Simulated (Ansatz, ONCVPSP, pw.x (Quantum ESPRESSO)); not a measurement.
## From atom to crystal: ONCV potential for W (Z = 74)

tungsten (W), optimised norm-conserving Vanderbilt (ONCV), made with ONCVPSP 4.0.1.1 (patched build) (PBE, scalar-relativistic). Core [Kr] 4d10 4f14, reference 5s2 5p6 5d4 6s2. Waves: 5s+6s: rc 1.65 bohr, ncon 5, nbas 8, qcut 5.8 1/bohr, 2 projectors; 5p: rc 1.50 bohr, ncon 4, nbas 7, qcut 9.2 1/bohr, 2 projectors, debl 1 Ha; 5d: rc 2.85 bohr, ncon 3, nbas 7, qcut 4.3 1/bohr, 1 projector. Local part: polynomial inside 1.25 bohr (lpopt 3, dvloc0 0 Ha). Core correction: Teter function fitted to the true core (icmod 2), fcfact 0.35.

In the p channel the program set the typed energies aside and used -1.588, 0.250 Ha.

Atomic tests: cutoffs needed: 46 Ha and 61 Ha (the cutoffs (Ha) at which the residual kinetic energy of the hardest occupied pseudo-wave falls to 1 and 0.1 mHa per electron); ghost test: no bound ghost flagged; GHOST(+) flagged for s at 239.2 eV, d at 312.8 eV; largest excitation error: -748 meV (all-electron minus pseudo) for 5s1 5p6 5d4 6s2, out of 4 test configurations.

Crystal test: fcc W in pw.x 7.5, no spin, 14³ k-points, Fermi–Dirac smearing 0.01 Ry, cutoffs 145/580 Ry. The reference is all-electron LAPW (Ansatz 0.2.0) with the same functional, mesh and smearing; V0 and B0 come from Birch–Murnaghan fits to the pressures at five volumes. Errors are pseudo minus all-electron; Δ is the rms difference of the E(V) curves that follow from these fits, minima aligned, over ±6 % about the mean V0. Mesh and smearing are coarse, so the numbers serve the comparison and aren't converged zero-temperature values; the lattice is a test structure that the element need not adopt.

```json
{"V (Å³/atom)": "15.654", "P all-electron (GPa)": "15.90", "P pseudo (GPa)": "13.68"}
{"V (Å³/atom)": "16.066", "P all-electron (GPa)": "7.42", "P pseudo (GPa)": "5.63"}
{"V (Å³/atom)": "16.478", "P all-electron (GPa)": "-0.06", "P pseudo (GPa)": "-1.49"}
{"V (Å³/atom)": "16.890", "P all-electron (GPa)": "-6.66", "P pseudo (GPa)": "-7.80"}
{"V (Å³/atom)": "17.302", "P all-electron (GPa)": "-12.47", "P pseudo (GPa)": "-13.37"}
```

All-electron: a0 = 4.039 Å (V0 = 16.47 Å³/atom), B0 = 280.9 GPa.

Pseudopotential: mean pressure error (GPa): -1.50; a0 (Å): 4.032; a0 error (%): -0.18; B0 error (%): -2.6; Δ (meV/atom): 5.5. The largest radius (2.85 bohr) exceeds half the bond length (2.70 bohr), so the spheres overlap, which is one possible source of error among others.

Question: At the middle volume, how do free energy and pressure move when the wave cutoff is lowered (ecutrho kept at four times it)?

Answer:

| cutoff (Ry) | shift of F (meV/atom) | shift of P (GPa) |
| --- | --- | --- |
| 65 | +130.1 | -5.21 |
| 87 | +64.7 | -0.75 |
| 116 | +12.0 | -0.82 |

The run at the middle volume (104 k-points, 7 iterations) took about 2.8 min on one core of a shared host (Neoverse-N1, 64 threads, 124 GiB, load 54).
